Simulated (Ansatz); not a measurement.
**Tantalum, bcc under PBE: convergence with the Gaussian smearing**

A convergence test of the Gaussian smearing width. The geometry was relaxed under PBE beforehand and stays fixed; 7 values are run, from 0.01 to 1.0 eV. Wanted are the values from which on the energy stays within 10 and 1 meV/atom, and the pressure within 0.5 GPa, of the narrowest run. Within the series other settings stay, but some runs also write fields, which adds to their time. Spin polarisation is left out.

Method: DFT PBE, plane waves with PAW, scalar-relativistic, in Ansatz 0.2.0.

**1. The system as given**

It takes space group Im-3m (No. 229, cubic). The conventional cell has a = 3.321 Å, b = 3.321 Å, c = 3.321 Å, α = 90.00°, β = 90.00°, γ = 90.00°. Ta (site symmetry m-3m) is surrounded by 8 Ta at 2.88 Å.

Coordinates:

```
CELL_PARAMETERS angstrom
-1.66072 1.66072 1.66072
1.66072 -1.66072 1.66072
1.66072 1.66072 -1.66072
ATOMIC_POSITIONS crystal
Ta 0.00000 0.00000 0.00000
```

**2. Run at 0.01 eV**

The run at 0.01 eV.

File input.yaml:

```yaml
crystal:
  lattice:
    - [-1.6607181506, 1.6607181506, 1.6607181506]
    - [1.6607181506, -1.6607181506, 1.6607181506]
    - [1.6607181506, 1.6607181506, -1.6607181506]
  atoms:
    - { symbol: Ta, position: [0.0, 0.0, 0.0] }
hamiltonian:
  xc: pbe
  pseudopotentials:
    kind: paw
    azcp:
      Ta: "pseudopotentials/Ta.paw.azcp"
basis:
  ecutwfc: 420
  fft_grid_basis: typed
kpoints:
  mp_grid: { grid: [13, 13, 13], shift: [0, 0, 0] }
magnetization:
  spin_polarized: false
scf:
  occupations: { method: gaussian, width: 0.01 }
  lower_state_search: "off"
output:
  stress: true
```

Launch:

```console
$ ansatz run input.yaml --threads 1 --pin off --max-ram 3584MiB --backend cpu --events-out ev --progress --plain --runs-dir out
```

Standard output, shortened:

```text
[...]
Pseudopotentials: kind: paw
Pseudopotential: Ta, paw, valence charge 13, recommended cutoff 420 eV (normal), <dir>
Functional definition: PBE
[...]
Crystal: 1 atoms, lattice volume = 18.321 Å³
Basis set: ecut = 420 eV, 369 PW (Γ)
Bands: 11, of which v1, the nominal top of the filled ones, is band 7 counted from 1 (6 counted from 0)
Symmetry: 48 space group operations
Space group: Im-3m (ITA 229), of the structure as read, at distance tolerance 2.6e-5 Å
k-points: 84 of 2197
[...]
SCF iter   1: F=—  HF=-9932.250964 eV  |F-HF|=—  |Δ(HF+E_count)|=         —  Δρ=2.10e-3  dr2=2.72e-4  ethr=1.77e-3  ⟨swp⟩=6.1  Hψ=5368  notcnv=0
[...]
SCF iter   6: F=-9932.251180 eV  HF=-9932.251180 eV  |F-HF|=2.18e-9  |Δ(HF+E_count)|=   4.84e-8  Δρ=8.68e-6  dr2=4.13e-9  ethr=7.69e-10  ⟨swp⟩=4.0  Hψ=2774  notcnv=0
[...]
SCF converged after 6 iterations
Free energy (F): -9932.251180 eV
[...]
E sigma→0 (E₀):  -9932.251119 eV
Entropy (-TS):   -0.000121 eV (-0.121 meV/atom)
Fermi energy:    18.241355 eV
[...]
--- Stress (GPa, compression-positive) ---
        0.349331      -0.000000      -0.000000
        0.000000       0.349331       0.000000
        0.000000      -0.000000       0.349331
  P = ⅓ Tr σ = 0.3493 GPa (3.493 kbar)
```

Wall time 1.2 s (1 thread of Intel Xeon Platinum 8259CL at 2.50GHz (Skylake/Cascade Lake), shared host); peak memory 0.46 GiB.

**3. Run at 0.03 eV**

The run at 0.03 eV.

Changes to input.yaml since step 2:

```diff
@@ -21,3 +21,3 @@
 scf:
-  occupations: { method: gaussian, width: 0.01 }
+  occupations: { method: gaussian, width: 0.03 }
   lower_state_search: "off"
```

Launch:

```console
$ ansatz run input.yaml --threads 1 --pin off --max-ram 3584MiB --backend cpu --events-out ev --progress --plain --runs-dir out
```

Standard output, shortened:

```text
[...]
Pseudopotentials: kind: paw
Pseudopotential: Ta, paw, valence charge 13, recommended cutoff 420 eV (normal), <dir>
Functional definition: PBE
[...]
Crystal: 1 atoms, lattice volume = 18.321 Å³
Basis set: ecut = 420 eV, 369 PW (Γ)
Bands: 11, of which v1, the nominal top of the filled ones, is band 7 counted from 1 (6 counted from 0)
Symmetry: 48 space group operations
Space group: Im-3m (ITA 229), of the structure as read, at distance tolerance 2.6e-5 Å
k-points: 84 of 2197
[...]
SCF iter   1: F=—  HF=-9932.251391 eV  |F-HF|=—  |Δ(HF+E_count)|=         —  Δρ=2.09e-3  dr2=2.69e-4  ethr=1.77e-3  ⟨swp⟩=6.1  Hψ=5461  notcnv=0
[...]
SCF iter   6: F=-9932.251432 eV  HF=-9932.251432 eV  |F-HF|=9.33e-10  |Δ(HF+E_count)|=   3.89e-8  Δρ=5.64e-6  dr2=1.79e-9  ethr=7.69e-10  ⟨swp⟩=4.0  Hψ=2711  notcnv=0
[...]
SCF converged after 6 iterations
Free energy (F): -9932.251432 eV
[...]
E sigma→0 (E₀):  -9932.251220 eV
Entropy (-TS):   -0.000423 eV (-0.423 meV/atom)
Fermi energy:    18.244758 eV
[...]
--- Stress (GPa, compression-positive) ---
        0.346465       0.000000       0.000000
        0.000000       0.346465      -0.000000
        0.000000       0.000000       0.346465
  P = ⅓ Tr σ = 0.3465 GPa (3.465 kbar)
```

It took 1.3 s on 1 thread of Intel Xeon Platinum 8259CL at 2.50GHz (Skylake/Cascade Lake), shared host; peak memory 0.47 GiB.

**4. Run at 0.1 eV**

The run at 0.1 eV.

Changes to input.yaml since step 3:

```diff
@@ -21,3 +21,3 @@
 scf:
-  occupations: { method: gaussian, width: 0.03 }
+  occupations: { method: gaussian, width: 0.1 }
   lower_state_search: "off"
```

Launch:

```console
$ ansatz run input.yaml --threads 1 --pin off --max-ram 3584MiB --backend cpu --events-out ev --progress --plain --runs-dir out
```

Standard output, shortened:

```text
[...]
Pseudopotentials: kind: paw
Pseudopotential: Ta, paw, valence charge 13, recommended cutoff 420 eV (normal), <dir>
Functional definition: PBE
[...]
Crystal: 1 atoms, lattice volume = 18.321 Å³
Basis set: ecut = 420 eV, 369 PW (Γ)
Bands: 11, of which v1, the nominal top of the filled ones, is band 7 counted from 1 (6 counted from 0)
Symmetry: 48 space group operations
Space group: Im-3m (ITA 229), of the structure as read, at distance tolerance 2.6e-5 Å
k-points: 84 of 2197
[...]
SCF iter   1: F=—  HF=-9932.254303 eV  |F-HF|=—  |Δ(HF+E_count)|=         —  Δρ=2.03e-3  dr2=2.16e-4  ethr=1.77e-3  ⟨swp⟩=5.1  Hψ=5181  notcnv=0
[...]
SCF iter   6: F=-9932.254256 eV  HF=-9932.254256 eV  |F-HF|=5.29e-10  |Δ(HF+E_count)|=   3.11e-8  Δρ=4.30e-6  dr2=1.04e-9  ethr=6.07e-10  ⟨swp⟩=2.9  Hψ=3241  notcnv=0
[...]
SCF converged after 6 iterations
Free energy (F): -9932.254256 eV
[...]
E sigma→0 (E₀):  -9932.250644 eV
Entropy (-TS):   -0.007224 eV (-7.224 meV/atom)
Fermi energy:    18.254864 eV
[...]
--- Stress (GPa, compression-positive) ---
        0.159051       0.000000       0.000000
        0.000000       0.159051      -0.000000
       -0.000000       0.000000       0.159051
  P = ⅓ Tr σ = 0.1591 GPa (1.591 kbar)
```

Run time: 1.7 s. Hardware: 1 thread of Intel Xeon Platinum 8259CL at 2.50GHz (Skylake/Cascade Lake), shared host; peak memory 0.47 GiB.

**5. Run at 0.2 eV**

The run at 0.2 eV.

Changes to input.yaml since step 4:

```diff
@@ -21,3 +21,3 @@
 scf:
-  occupations: { method: gaussian, width: 0.1 }
+  occupations: { method: gaussian, width: 0.2 }
   lower_state_search: "off"
```

Launch:

```console
$ ansatz run input.yaml --threads 1 --pin off --max-ram 3584MiB --backend cpu --events-out ev --progress --plain --runs-dir out
```

Standard output, shortened:

```text
[...]
Pseudopotentials: kind: paw
Pseudopotential: Ta, paw, valence charge 13, recommended cutoff 420 eV (normal), <dir>
Functional definition: PBE
[...]
Crystal: 1 atoms, lattice volume = 18.321 Å³
Basis set: ecut = 420 eV, 369 PW (Γ)
Bands: 11, of which v1, the nominal top of the filled ones, is band 7 counted from 1 (6 counted from 0)
Symmetry: 48 space group operations
Space group: Im-3m (ITA 229), of the structure as read, at distance tolerance 2.6e-5 Å
k-points: 84 of 2197
[...]
SCF iter   1: F=—  HF=-9932.264882 eV  |F-HF|=—  |Δ(HF+E_count)|=         —  Δρ=2.03e-3  dr2=1.96e-4  ethr=1.77e-3  ⟨swp⟩=5.1  Hψ=4878  notcnv=0
[...]
SCF iter   6: F=-9932.265024 eV  HF=-9932.265024 eV  |F-HF|=4.55e-11  |Δ(HF+E_count)|=   1.81e-8  Δρ=1.00e-6  dr2=7.91e-11  ethr=3.41e-10  ⟨swp⟩=2.7  Hψ=3270  notcnv=0
[...]
SCF converged after 6 iterations
Free energy (F): -9932.265024 eV
[...]
E sigma→0 (E₀):  -9932.251083 eV
Entropy (-TS):   -0.027882 eV (-27.882 meV/atom)
Fermi energy:    18.273731 eV
[...]
--- Stress (GPa, compression-positive) ---
       -0.007834       0.000000       0.000000
        0.000000      -0.007834      -0.000000
       -0.000000       0.000000      -0.007834
  P = ⅓ Tr σ = -0.0078 GPa (-0.078 kbar)
```

It took 1.3 s on 1 thread of Intel Xeon Platinum 8259CL at 2.50GHz (Skylake/Cascade Lake), shared host; peak memory 0.46 GiB.

**6. Run at 0.3 eV**

The run at 0.3 eV.

Changes to input.yaml since step 5:

```diff
@@ -21,3 +21,3 @@
 scf:
-  occupations: { method: gaussian, width: 0.2 }
+  occupations: { method: gaussian, width: 0.3 }
   lower_state_search: "off"
@@ -25 +25,5 @@
   stress: true
+  write_density: true
+  write_potential: true
+  elf: true
+  volumetric_format: npy
```

Launch:

```console
$ ansatz run input.yaml --threads 1 --pin off --max-ram 3584MiB --backend cpu --events-out ev --progress --plain --runs-dir out
```

Standard output, shortened:

```text
[...]
Pseudopotentials: kind: paw
Pseudopotential: Ta, paw, valence charge 13, recommended cutoff 420 eV (normal), <dir>
Functional definition: PBE
[...]
Crystal: 1 atoms, lattice volume = 18.321 Å³
Basis set: ecut = 420 eV, 369 PW (Γ)
Bands: 11, of which v1, the nominal top of the filled ones, is band 7 counted from 1 (6 counted from 0)
Symmetry: 48 space group operations
Space group: Im-3m (ITA 229), of the structure as read, at distance tolerance 2.6e-5 Å
k-points: 84 of 2197
[...]
SCF iter   1: F=—  HF=-9932.281902 eV  |F-HF|=—  |Δ(HF+E_count)|=         —  Δρ=2.03e-3  dr2=1.85e-4  ethr=1.77e-3  ⟨swp⟩=5.2  Hψ=4857  notcnv=0
[...]
SCF iter   6: F=-9932.281980 eV  HF=-9932.281980 eV  |F-HF|=1.09e-11  |Δ(HF+E_count)|=   5.94e-9  Δρ=4.61e-7  dr2=2.55e-11  ethr=1.17e-10  ⟨swp⟩=5.6  Hψ=4681  notcnv=0
[...]
SCF converged after 6 iterations
Free energy (F): -9932.281980 eV
[...]
E sigma→0 (E₀):  -9932.252014 eV
Entropy (-TS):   -0.059930 eV (-59.930 meV/atom)
Fermi energy:    18.296478 eV
[...]
--- Stress (GPa, compression-positive) ---
       -0.005949      -0.000000       0.000000
       -0.000000      -0.005949       0.000000
        0.000000       0.000000      -0.005949
  P = ⅓ Tr σ = -0.0059 GPa (-0.059 kbar)
--- Band table (eV; the first three rows and the last of 84) ---
  k-point 0: bands = ["-48.8340", "-14.8051", "-14.8051", "-14.8051", "10.4487", "19.0179", "19.0179", "19.0179", "22.2327", "22.2327", "32.8347"]
[...]
```

Wall time 2.1 s (1 thread of Intel Xeon Platinum 8259CL at 2.50GHz (Skylake/Cascade Lake), shared host); peak memory 0.47 GiB.

**7. Run at 0.6 eV**

The run at 0.6 eV.

Changes to input.yaml since step 6:

```diff
@@ -21,3 +21,3 @@
 scf:
-  occupations: { method: gaussian, width: 0.3 }
+  occupations: { method: gaussian, width: 0.6 }
   lower_state_search: "off"
@@ -25,5 +25 @@
   stress: true
-  write_density: true
-  write_potential: true
-  elf: true
-  volumetric_format: npy
```

Launch:

```console
$ ansatz run input.yaml --threads 1 --pin off --max-ram 3584MiB --backend cpu --events-out ev --progress --plain --runs-dir out
```

Standard output, shortened:

```text
[...]
Pseudopotentials: kind: paw
Pseudopotential: Ta, paw, valence charge 13, recommended cutoff 420 eV (normal), <dir>
Functional definition: PBE
[...]
Crystal: 1 atoms, lattice volume = 18.321 Å³
Basis set: ecut = 420 eV, 369 PW (Γ)
Bands: 11, of which v1, the nominal top of the filled ones, is band 7 counted from 1 (6 counted from 0)
Symmetry: 48 space group operations
Space group: Im-3m (ITA 229), of the structure as read, at distance tolerance 2.6e-5 Å
k-points: 84 of 2197
[...]
SCF iter   1: F=—  HF=-9932.367769 eV  |F-HF|=—  |Δ(HF+E_count)|=         —  Δρ=2.14e-3  dr2=2.16e-4  ethr=1.77e-3  ⟨swp⟩=5.2  Hψ=4900  notcnv=0
[...]
SCF iter   6: F=-9932.367631 eV  HF=-9932.367631 eV  |F-HF|=3.64e-12  |Δ(HF+E_count)|=  2.78e-10  Δρ=1.56e-7  dr2=3.69e-12  ethr=2.61e-12  ⟨swp⟩=1.0  Hψ=2752  notcnv=0
[...]
SCF converged after 6 iterations
Free energy (F): -9932.367631 eV
[...]
E sigma→0 (E₀):  -9932.258091 eV
Entropy (-TS):   -0.219081 eV (-219.081 meV/atom)
Fermi energy:    18.363794 eV
[...]
--- Stress (GPa, compression-positive) ---
        0.640001       0.000000      -0.000000
        0.000000       0.640001      -0.000000
       -0.000000      -0.000000       0.640001
  P = ⅓ Tr σ = 0.6400 GPa (6.400 kbar)
```

It took 1.5 s on 1 thread of Intel Xeon Platinum 8259CL at 2.50GHz (Skylake/Cascade Lake), shared host; peak memory 0.47 GiB.

**8. Run at 1.0 eV**

The run at 1.0 eV.

Changes to input.yaml since step 7:

```diff
@@ -21,3 +21,3 @@
 scf:
-  occupations: { method: gaussian, width: 0.6 }
+  occupations: { method: gaussian, width: 1.0 }
   lower_state_search: "off"
@@ -25 +25,5 @@
   stress: true
+  write_density: true
+  write_potential: true
+  elf: true
+  volumetric_format: npy
```

Launch:

```console
$ ansatz run input.yaml --threads 1 --pin off --max-ram 3584MiB --backend cpu --events-out ev --progress --plain --runs-dir out
```

Standard output, shortened:

```text
band count auto-derived: 12 (N_el = 13.0; filled up to band 7; 11 by the electrons, moments and atoms)
[...]
Pseudopotentials: kind: paw
Pseudopotential: Ta, paw, valence charge 13, recommended cutoff 420 eV (normal), <dir>
Functional definition: PBE
[...]
Crystal: 1 atoms, lattice volume = 18.321 Å³
Basis set: ecut = 420 eV, 369 PW (Γ)
Bands: 12, of which v1, the nominal top of the filled ones, is band 7 counted from 1 (6 counted from 0)
Symmetry: 48 space group operations
Space group: Im-3m (ITA 229), of the structure as read, at distance tolerance 2.6e-5 Å
k-points: 84 of 2197
[...]
SCF iter   1: F=—  HF=-9932.549914 eV  |F-HF|=—  |Δ(HF+E_count)|=         —  Δρ=2.57e-3  dr2=4.64e-4  ethr=1.77e-3  ⟨swp⟩=5.2  Hψ=5185  notcnv=0
[...]
SCF iter   6: F=-9932.549651 eV  HF=-9932.549651 eV  |F-HF|=9.09e-12  |Δ(HF+E_count)|=  3.40e-10  Δρ=6.88e-7  dr2=2.80e-11  ethr=1.62e-11  ⟨swp⟩=4.5  Hψ=4577  notcnv=0
[...]
SCF converged after 6 iterations
Free energy (F): -9932.549651 eV
[...]
E sigma→0 (E₀):  -9932.280324 eV
Entropy (-TS):   -0.538653 eV (-538.653 meV/atom)
Fermi energy:    18.469582 eV
[...]
--- Stress (GPa, compression-positive) ---
        2.204020      -0.000000      -0.000000
       -0.000000       2.204020      -0.000000
       -0.000000       0.000000       2.204020
  P = ⅓ Tr σ = 2.2040 GPa (22.040 kbar)
--- Band table (eV; the first three rows and the last of 84) ---
  k-point 0: bands = ["-48.8078", "-14.7822", "-14.7822", "-14.7822", "10.4489", "19.0289", "19.0289", "19.0289", "22.2430", "22.2430", "32.8336", "32.8336"]
[...]
```

Wall time 2.3 s (1 thread of Intel Xeon Platinum 8259CL at 2.50GHz (Skylake/Cascade Lake), shared host); peak memory 0.46 GiB.

**9. Convergence table**

Differences are taken from the run at 0.01 eV.

```
smearing (eV)  F (meV/atom)  E(σ → 0) (meV/atom)  P (GPa)  SCF cycles  CPU time
         0.01          0.00                 0.00     0.35           6     1.2 s
         0.03         -0.25                -0.10     0.35           6     1.3 s
          0.1         -3.08                 0.47     0.16           6     1.7 s
          0.2        -13.84                 0.04    -0.01           6     1.3 s
          0.3        -30.80                -0.90    -0.01           6     2.1 s
          0.6       -116.45                -6.97     0.64           6     1.5 s
          1.0       -298.47               -29.21     2.20           6     2.3 s
```

**10. What came out**

| quantity | value |
| --- | --- |
| E(σ → 0) stays within 10 meV/atom of 0.01 eV | up to 0.6 eV |
| E(σ → 0) stays within 1 meV/atom | up to 0.3 eV |
| pressure stays within 0.5 GPa | up to 0.6 eV |
| pressure at 0.01 eV | 0.35 GPa |
| energy of a separate run on a finer mesh (22×22×22) | +0.7 meV/atom from 0.01 eV |

In words: At 1.0 eV the energy differs by -29.2 meV/atom and the pressure by +1.9 GPa. Over the range F shifts by -298.5 meV/atom, while E(σ → 0) shifts by -29.2. With this scheme F falls about as the square of the width. The mesh (13×13×13) is fixed, so the narrowest widths carry a k-point error of their own. The yardstick itself is unsettled by 0.7 meV/atom against the finer mesh, so the thresholds above hold only within this series, and wider smearing, which averages over more states, can land nearer the fine-mesh value than the narrowest does.
